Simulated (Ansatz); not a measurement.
**What strain does to MgS (zincblende)**

MgS in the zincblende structure, relaxed with r2SCAN in the plane-wave code Ansatz. The symmetry is F-43m (No. 216, cubic); conventional cell a = 5.662 Å, 22.69 Å³ an atom. Around Mg lie 4 S at 2.45 Å; around S lie 4 Mg at 2.45 Å.

The axes x, y and z are those of this cell:
```yaml
crystal:
  lattice:
    - [0.00000, 2.83088, 2.83088]
    - [2.83088, 0.00000, 2.83088]
    - [2.83088, 2.83088, 0.00000]
  atoms:
    - { symbol: Mg, position: [0.00000, 0.00000, 0.00000] }
    - { symbol: S, position: [0.25000, 0.25000, 0.25000] }
```

Unstrained: The PBE gap is direct at Γ: 3.466 eV. The r2SCAN gap is direct at Γ: 4.142 eV. With HSE06 the gap is 4.528 eV and direct, at Γ. Meshes: PBE 8×8×8, r2SCAN 8×8×8, HSE06 6×6×6. Strains are changes of length per length, and xy shears are angles. After each strain the atoms were relaxed again with r2SCAN within the symmetry that the strain leaves, so tilts or polar shifts that break it weren't tested; points keep the names that they have in the unstrained zone. These are computed values for a spin-unpolarised cell that may be hypothetical; none is a measurement.

Changes of the least gap in eV (an overlap counts as a negative gap):
```
                                                                   strain  volume change (%)  space group     PBE  r2SCAN   HSE06  G0W0@PBE (mesh)  energy rise, r2SCAN (meV/atom)
                                              uniaxial -0.5 % along [111]               -0.5          R3m  +0.005  +0.006  +0.006            +0.01                             0.2
                                         isotropic +0.5 % on every length               +1.5        F-43m  -0.074  -0.079  -0.080            -0.08                             0.9
epitaxial +0.5 % in the plane normal to [111], free normal strain -0.36 %               +0.6          R3m  -0.065  -0.069  -0.069            -0.07                             0.4
                              xy shear, engineering strain (angle) +3.0 %                0.0         Imm2  -0.099  -0.104  -0.103            -0.10                             2.0
             epitaxial -5.0 % in the xy plane, free normal strain +6.30 %               -4.1        I-4m2  -0.012  -0.093  -0.005             0.00                            23.0
```
Unstrained, G0W0@PBE with 189 empty bands, a screening cutoff of 150 eV and a 4×4×4 mesh gives 5.03 eV on its mesh; the band count follows the volume. No extrapolation in bands, cutoff or mesh was made for G0W0.

Uniaxial -0.5 % along [111], other directions held. HSE06: the gap goes from 4.528 to 4.534 eV (+0.006 eV); with r2SCAN the top three valence levels at Γ, degenerate before, become 1+2 from the top over 30 meV. Stress change with r2SCAN, compression positive: xx +0.30, yy +0.30, zz +0.30, xy +0.11, xz +0.11, yz +0.11 GPa.

Isotropic +0.5 % on every length. HSE06: the gap goes from 4.528 to 4.448 eV (-0.080 eV). Stress change with r2SCAN, compression positive: xx -0.87, yy -0.87, zz -0.87 GPa. For HSE06, dE_g/d ln V = -5.3 eV over this step.

Epitaxial +0.5 % in the plane normal to [111], free normal strain -0.36 %. HSE06: the gap goes from 4.528 to 4.459 eV (-0.069 eV); with r2SCAN the top three valence levels at Γ, degenerate before, become 1+2 from the top over 51 meV. Stress change with r2SCAN, compression positive: xx -0.38, yy -0.38, zz -0.38, xy +0.18, xz +0.18, yz +0.18 GPa.

Xy shear, engineering strain (angle) +3.0 %. HSE06: the gap goes from 4.528 to 4.425 eV (-0.103 eV); with r2SCAN the top three valence levels at Γ, degenerate before, become 1+1+1 from the top over 179 meV. Stress change with r2SCAN, compression positive: xx +0.01, yy +0.01, zz -0.03, xy -0.98 GPa.

Epitaxial -5.0 % in the xy plane, free normal strain +6.30 %. HSE06: the gap goes from 4.528 to 4.523 eV (-0.005 eV); it turns from direct (Γ) to indirect (Γ–K (0.31) → Γ); least and direct gap lie within 0.04 eV, so its kind isn't settled; with r2SCAN the top three valence levels at Γ, degenerate before, become 2+1 from the top over 394 meV. Stress change with r2SCAN, compression positive: xx +3.47, yy +3.47, zz -0.01 GPa.

Where an edge lies off the special points, it is a point of the mesh or the k point where a search put PBE's edge or least direct gap, reused for the other functionals, whose own edges may lie a little apart.

The meshes of the hybrids are coarse, so their gaps aren't converged to the digits shown.

The splittings at Γ are without spin-orbit coupling, which regroups them where it is of like size or larger.
